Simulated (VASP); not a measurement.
# Lu (Im-3m) in VASP: a series of runs

Runs on Lu. Level: LDA. Tasks: single point.

Everything below comes from runs of VASP 6.6.1. Logs are shortened: lines on timing, memory, paths and dates and some standing lists are left out, and cuts for length are marked.

### 1 Starting point

Symmetry: Im-3m, No. 229, cubic system. The conventional cell has a = 3.908 Å, b = 3.908 Å, c = 3.908 Å, α = 90.00°, β = 90.00°, γ = 90.00°. Lu (site symmetry m-3m) is surrounded by 8 Lu at 3.38 Å.

This isn't the form of Lu at room conditions, which is hcp.

### 2 Single point, LDA, non-collinear spin, typed start

The input, INCAR:

```
ALGO = Fast
EDIFF = 1E-6
ENCUT = 520
GGA = CA
ISIF = 2
ISMEAR = 0
LASPH = T
LCHARG = F
LNONCOLLINEAR = T
LORBIT = 11
LREAL = F
LWAVE = F
MAGMOM = 0.118 -0.173 0.201
NBANDS = 36
NELM = 150
PREC = Accurate
SIGMA = 0.1
```

The input, KPOINTS:

```
k-points
0
Gamma
  8 8 8
```

The input, POSCAR:

```
Lu
1.0
   -1.9541071088      1.9541071088      1.9541071088
    1.9541071088     -1.9541071088      1.9541071088
    1.9541071088      1.9541071088     -1.9541071088
Lu
1
Direct
    0.0000000000      0.0000000000      0.0000000000
```

Potentials or basis: VASP PAW PBE potentials, release 64 (Lu).

On the command line:

```console
cat potpaw_PBE.64/Lu/POTCAR > POTCAR
mpirun -np 1 vasp_ncl > vasp.out
```

OUTCAR:

```text
EDIFF = 1E-6
   ENCUT = 520
   GGA = CA
   ISIF = 2
   ISMEAR = 0
   LASPH = T
   LNONCOLLINEAR = T
   LORBIT = 11
   LREAL = F
   NELM = 150
   PREC = Accurate

 ion  position               nearest neighbor table
   1  0.000  0.000  0.000-

  LATTYP: Found a body centered cubic cell.
 ALAT       =     3.9082142176

  Lattice vectors:

 A1 = (  -1.9541071088,   1.9541071088,   1.9541071088)
 A2 = (   1.9541071088,  -1.9541071088,   1.9541071088)
 A3 = (   1.9541071088,   1.9541071088,  -1.9541071088)

Analysis of symmetry for initial positions (statically):
=====================================================================
 Subroutine PRICEL returns:
 Original cell was already a primitive cell.

 Routine SETGRP: Setting up the symmetry group for a
 body centered cubic supercell.

 Subroutine GETGRP returns: Found 48 space group operations
 (whereof 48 operations were pure point group operations)
 out of a pool of 48 trial point group operations.

The static configuration has the point symmetry O_h .

Analysis of symmetry for dynamics (positions and initial velocities):
=====================================================================
 Subroutine PRICEL returns:
 Original cell was already a primitive cell.

 Routine SETGRP: Setting up the symmetry group for a
 body centered cubic supercell.

 Subroutine GETGRP returns: Found 48 space group operations
 (whereof 48 operations were pure point group operations)
 out of a pool of 48 trial point group operations.

The dynamic configuration has the point symmetry O_h .

Analysis of structural, dynamic, and magnetic symmetry:
=====================================================================
 Subroutine PRICEL returns:
 Original cell was already a primitive cell.

 Routine SETGRP: Setting up the symmetry group for a
 body centered cubic supercell.

 Subroutine GETGRP returns: Found  2 space group operations
 (whereof  2 operations were pure point group operations)
 out of a pool of 48 trial point group operations.

The overall configuration has the point symmetry S_2 .

 Subroutine INISYM returns: Found  2 space group operations
 (whereof  2 operations are pure point group operations),
 and found     1 'primitive' translations

----------------------------------------------------------------------------------------

                                     Primitive cell

  volume of cell :      29.8473

  direct lattice vectors                    reciprocal lattice vectors
    -1.954107109  1.954107109  1.954107109     0.000000000  0.255871338  0.255871338
     1.954107109 -1.954107109  1.954107109     0.255871338  0.000000000  0.255871338
     1.954107109  1.954107109 -1.954107109     0.255871338  0.255871338  0.000000000

  length of vectors
     3.384612796  3.384612796  3.384612796     0.361856716  0.361856716  0.361856716

  position of ions in fractional coordinates (direct lattice)
     0.000000000  0.000000000  0.000000000

  ion indices of the primitive-cell ions
   primitive index   ion index
                 1           1

----------------------------------------------------------------------------------------

 KPOINTS: k-points

Automatic generation of k-mesh.
 Grid dimensions read from file:
 generate k-points for:    8    8    8

 Generating k-lattice:

  Cartesian coordinates                     Fractional coordinates (reciprocal lattice)
     0.000000000  0.031983917  0.031983917     0.125000000  0.000000000  0.000000000
     0.031983917  0.000000000  0.031983917     0.000000000  0.125000000  0.000000000
     0.031983917  0.031983917  0.000000000     0.000000000  0.000000000  0.125000000

  Length of vectors
     0.045232090  0.045232090  0.045232090

  Shift w.r.t. Gamma in fractional coordinates (k-lattice)
     0.000000000  0.000000000  0.000000000

 Subroutine IBZKPT returns following result:
 ===========================================

 Found    260 irreducible k-points:

 Following reciprocal coordinates:
            Coordinates               Weight
  0.000000  0.000000  0.000000      1.000000
  0.125000  0.000000  0.000000      2.000000
  0.000000  0.125000  0.000000      2.000000
  0.000000  0.000000  0.125000      2.000000
  0.125000  0.000000 -0.125000      2.000000
  0.125000 -0.125000  0.000000      2.000000
[... 16 lines left out ...]
  0.500000  0.000000  0.500000      1.000000
  0.500000  0.500000  0.000000      1.000000
 [... further k-points ...]
   k-points           NKPTS =    260   k-points in BZ     NKDIM =    260   number of bands    NBANDS=     36
   number of dos      NEDOS =    301   number of ions     NIONS =      1
   total plane-waves  NPLWV =  21952
   dimension x,y,z NGX =    28 NGY =   28 NGZ =   28
   dimension x,y,z NGXF=    56 NGYF=   56 NGZF=   56
   ions per type =               1
   NGX,Y,Z   is equivalent  to a cutoff of  13.75, 13.75, 13.75 a.u.
   NGXF,Y,Z  is equivalent  to a cutoff of  27.51, 27.51, 27.51 a.u.
 SYSTEM =  unknown system
   PREC   = accura    normal or accurate (medium, high low for compatibility)
   ISTART =      0    job   : 0-new  1-cont  2-samecut
   ICHARG =      2    charge: 1-file 2-atom 10-const
   ISPIN  =      1    spin polarized calculation?
   LNONCOLLINEAR =      T non collinear calculations
   LSORBIT =      F    spin-orbit coupling
   LASPH  =      T    aspherical Exc in radial PAW
   ENCUT  =  520.0 eV  38.22 Ry    6.18 a.u.   6.29  6.29  6.29*2*pi/ulx,y,z
   NELM   =    150;   NELMIN=  2; NELMDL= -5     # of ELM steps
   EDIFF  = 0.1E-05   stopping-criterion for ELM
   LREAL  =      F    real-space projection
   EDIFFG = 0.1E-04   stopping-criterion for IOM
   NSW    =      0    number of steps for IOM
   IBRION =     -1    ionic relax: 0-MD 1-quasi-New 2-CG
   NFREE  =      0    steps in history (QN), initial steepest desc. (CG)
   ISIF   =      2    stress and relaxation
   ISYM   =      2    0-nonsym 1-usesym 2-fastsym
   POTIM  = 0.5000    time-step for ionic-motion
   TEBEG  =    0.0;   TEEND  =   0.0 temperature during run
   PSTRESS=    0.0 pullay stress
   NELECT =      25.0000    total number of electrons
   NUPDOWN=      -1.0000    fix difference up-down
   EMIN   =  10.00;   EMAX   =-10.00  energy-range for DOS
   EFERMI =   0.00;   METHOD = LEGACY
   ISMEAR =     0;   SIGMA  =   0.10  broadening in eV -4-tet -1-fermi 0-gaus
   EFERMI_NEDOS =   21; number of points for ismear=-14 and -15
   IALGO  =     68    algorithm
   IMIX   =      4    mixing-type and parameters
     AMIX     =   0.40;   BMIX     =  1.00
     AMIX_MAG =   1.60;   BMIX_MAG =  1.00
  volume/ion in A,a.u.               =      29.85       201.42
  Fermi-wavevector in a.u.,A,eV,Ry     =   1.543191  2.916209 32.401456  2.381440
  Thomas-Fermi vector in A             =   2.648889
   LORBIT       =     11    0 simple, 1 ext, 2 COOP (PROOUT), +10 PAW based schemes
   GGA     = CA    functional components
   LHFCALC =     F    Hartree Fock is set to
   AEXX    =    0.0000 exact exchange contribution
   IVDW    =     0    specifies the selected vdW correction
   LEPSILON=     F    determine dielectric tensor
   LRPA    =     F    only Hartree local field effects (RPA)
 RMM-DIIS sequential band-by-band and
 Gauss-broadening in eV      SIGMA  =   0.10
  energy-cutoff  :      520.00
  volume of cell :       29.85
 maximum number of plane-waves:      1640
 NGX is ok and might be reduce to    28
   NGX = 13   NGY = 13   NGZ = 13

 number of electron      24.9999996 magnetization       0.0008613     -0.0014101      0.0016237

 number of electron      24.9999996 magnetization      -0.0000413      0.0000045     -0.0000049

 Free energy of the ion-electron system (eV)
  ---------------------------------------------------
  ext. energy  EPLUGINS =         0.00000000
  ---------------------------------------------------
  free energy    TOTEN  =        -4.97598623 eV

  energy without entropy =       -4.96434594  energy(sigma->0) =       -4.97016608

 E-fermi :   1.9668     XC(G=0): -10.8622

 val. band max:        1.9604450224   @ k =  -0.3750  -0.3750   0.0000
 cond. band min:       2.0248345229   @ k =   0.5000  -0.2500  -0.1250
 fundamental gap:      0.0643895005
 Fermi energy:         1.9667983658

 k-point     1 :       0.0000    0.0000    0.0000
  band No.  band energies     occupation
      1     -54.1849      1.00000
      2     -54.1849      1.00000
      3     -24.8011      1.00000
      4     -24.8011      1.00000
      5     -24.8011      1.00000
      6     -24.8011      1.00000
[... 28 lines left out ...]
     35      13.6173      0.00000
     36      13.6174      0.00000

 k-point     2 :       0.1250    0.0000    0.0000
  band No.  band energies     occupation
      1     -54.1806      1.00000
      2     -54.1806      1.00000
      3     -24.8728      1.00000
      4     -24.8728      1.00000
      5     -24.8243      1.00000
      6     -24.8242      1.00000
[... 28 lines left out ...]
     35      13.9741      0.00000
     36      13.9789      0.00000

 k-point     3 :       0.0000    0.1250    0.0000
  band No.  band energies     occupation
      1     -54.1806      1.00000
      2     -54.1806      1.00000
      3     -24.8728      1.00000
      4     -24.8728      1.00000
      5     -24.8242      1.00000
      6     -24.8242      1.00000
[... 28 lines left out ...]
     35      13.9722      0.00000
     36      14.0138      0.00000

 k-point     4 :       0.0000    0.0000    0.1250
  band No.  band energies     occupation
      1     -54.1806      1.00000
      2     -54.1806      1.00000
      3     -24.8728      1.00000
      4     -24.8728      1.00000
      5     -24.8242      1.00000
      6     -24.8242      1.00000
[... 28 lines left out ...]
     35      13.9713      0.00000
     36      13.9792      0.00000

 k-point     5 :       0.1250    0.0000   -0.1250
  band No.  band energies     occupation
      1     -54.1806      1.00000
      2     -54.1806      1.00000
      3     -24.8728      1.00000
      4     -24.8728      1.00000
      5     -24.8242      1.00000
      6     -24.8242      1.00000
[... 655 lines left out ...]
 k-point    22 :       0.0000    0.0000    0.5000
  band No.  band energies     occupation
      1     -54.1551      1.00000
      2     -54.1550      1.00000
      3     -25.2693      1.00000
      4     -25.2693      1.00000
      5     -24.9568      1.00000
      6     -24.9568      1.00000
[... 28 lines left out ...]
     35      10.9434      0.00000
     36      10.9790      0.00000

 k-point    23 :       0.5000    0.0000    0.5000
  band No.  band energies     occupation
      1     -54.1551      1.00000
      2     -54.1550      1.00000
      3     -25.2693      1.00000
      4     -25.2693      1.00000
      5     -24.9568      1.00000
      6     -24.9568      1.00000
[... 28 lines left out ...]
     35      10.1805      0.00000
     36      10.9683      0.00000

 k-point    24 :       0.5000    0.5000    0.0000
  band No.  band energies     occupation
      1     -54.1551      1.00000
      2     -54.1550      1.00000
      3     -25.2693      1.00000
      4     -25.2693      1.00000
      5     -24.9568      1.00000
      6     -24.9568      1.00000
[... 28 lines left out ...]
     35      10.3503      0.00000
     36      10.9302      0.00000

 [... further k-points ...]

------------------------ aborting loop because EDIFF is reached ----------------------------------------

  FORCE on cell =-STRESS in cart. coord.  units (eV):
  Direction    XX          YY          ZZ          XY          YZ          ZX
  --------------------------------------------------------------------------------------
  -------------------------------------------------------------------------------------
  Total       -1.0141727     -1.0142875     -1.0141602     -0.0000059     -0.0000050     -0.0000058
  in kB      -54.4399134    -54.4460728    -54.4392395     -0.0003160     -0.0002670     -0.0003111
  external PRESSURE =     -54.4417419 kB  Pullay stress =       0.0000000 kB

 VOLUME and BASIS-vectors are now :
 -----------------------------------------------------------------------------
  energy-cutoff  :      520.00
  volume of cell :       29.85
      direct lattice vectors                 reciprocal lattice vectors
    -1.954107109  1.954107109  1.954107109     0.000000000  0.255871338  0.255871338
     1.954107109 -1.954107109  1.954107109     0.255871338  0.000000000  0.255871338
     1.954107109  1.954107109 -1.954107109     0.255871338  0.255871338  0.000000000

 POSITION                                       TOTAL-FORCE (eV/Angst)
 -----------------------------------------------------------------------------------
      0.00000      0.00000      0.00000         0.000000      0.000000      0.000000
 -----------------------------------------------------------------------------------
    total drift:                               -0.000000     -0.000000     -0.000000

  FREE ENERGIE OF THE ION-ELECTRON SYSTEM (eV)
  ---------------------------------------------------
  free  energy   TOTEN  =        -4.9759862255 eV

  energy  without entropy=       -4.9643459392  energy(sigma->0) =       -4.97016608

 total charge

# of ion       s       p       d       f       tot
--------------------------------------------------
    1        2.355   6.042   0.785  13.957  23.140

 magnetization (x)

# of ion       s       p       d       f       tot
--------------------------------------------------
    1        0.000  -0.000  -0.000   0.000   0.000

 magnetization (y)

# of ion       s       p       d       f       tot
--------------------------------------------------
    1       -0.000   0.000   0.000   0.000  -0.000

 magnetization (z)

# of ion       s       p       d       f       tot
--------------------------------------------------
    1        0.000  -0.000  -0.000  -0.000   0.000
```

It took 24 min on 1 thread of Intel Xeon Platinum 8375C at 2.90GHz (Ice Lake), shared host; peak memory 0.51 GiB.

What came out:

* Free energy: -4.9760 eV
* Pressure: -5.4 GPa
* Band gap on the k mesh: none (metal or under the smearing width)
* Net moment: 0.00 μB per cell
* Valence electrons inside the program's atomic spheres: Lu 23.14

Moments on the atoms (μB; x, y, z):
```
Lu  0.00 0.00 0.00
```

Caveat: the PAW data sets were made with another functional, which shifts forces and pressure a little; spin-orbit coupling is left out, which moves the levels of the heavy elements.

(Continued in part 2 of 2.)
